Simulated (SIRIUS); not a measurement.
# RbBr: equation of state with PBEsol

Crystal: RbBr.

```xyz
2
Lattice="0.0000 3.4270 3.4270 3.4270 0.0000 3.4270 3.4270 3.4270 0.0000" Properties=species:S:1:pos:R:3 pbc="T T T"
Rb    0.0000    0.0000    0.0000
Br    3.4270    3.4270    3.4270
```

```yaml
Program: SIRIUS 7.10.0
Task: equation of state
Functional: PBEsol
Potentials_or_basis: PseudoDojo 0.4.1 PBEsol standard (scalar relativistic)
Cutoff: 629 eV
Density_cutoff: 2517 eV
k_mesh: 7 × 7 × 7
Occupations: fermi-dirac, width 0.05 eV
Spin: no spin polarisation
Libxc_names: "[\"XC_GGA_X_PBE_SOL\", \"XC_GGA_C_PBE_SOL\"]"
Radial_cutoff_for_the_potentials'_integrals: 6.5 bohr
```

```yaml
Equilibrium_volume: 40.08 Å³/atom
Bulk_modulus: 13.9 GPa
Pressure_derivative_of_the_bulk_modulus: 5.2
```

Energy against volume, from the lowest point:
```tsv
volume (Å³/atom)	energy (meV/atom)
37.833	6.11
38.638	2.39
39.443	0.42
40.248	0.00
41.053	0.95
41.858	3.10
42.663	6.33
```

All runs of the series together: 3.1 min on 1 thread of Arm Neoverse V2, with other jobs on the host.
